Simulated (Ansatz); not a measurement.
**LAPW volumes and bulk moduli in simple lattices**

All-electron LAPW (Ansatz 0.2.0), scalar-relativistic, no spin, Fermi–Dirac smearing 0.136 eV, k-meshes of 8 to 18 points an axis; Birch–Murnaghan fits to pressures. Some or most of these lattices are hypothetical for the element, and V0 is the minimum nearest the starting volume; lattices without a usable fit are left out; mesh and smearing are coarse, and magnetic elements are treated as non-magnetic.

```csv
element,lattice,functional,V0 (Å³/atom),B0 (GPa),B′,k-points per axis
Sb,bcc,LDA,25.53,73,4.6,12
Sb,bcc,PBE,27.25,61,4.5,12
Sb,bcc,PBEsol,25.99,70,4.6,12
Sb,diamond,LDA,39.67,37,4.0,8
Sb,diamond,PBEsol,40.67,35,4.0,8
Sb,fcc,LDA,25.82,69,4.4,12
Sb,fcc,PBE,27.60,58,4.3,12
Sb,sc,LDA,28.29,63,4.1,11
Sb,sc,PBE,30.26,54,4.3,11
Sb,sc,PBEsol,28.85,60,4.1,11
```

(1) Give V0 and B0 for fcc Sb in PBEsol.

(2) Give V0 and B0 for diamond Sb in PBE.

Answers

(1) 26.28 Å³/atom and 66.0 GPa.

(2) 42.78 Å³/atom and 31.2 GPa.
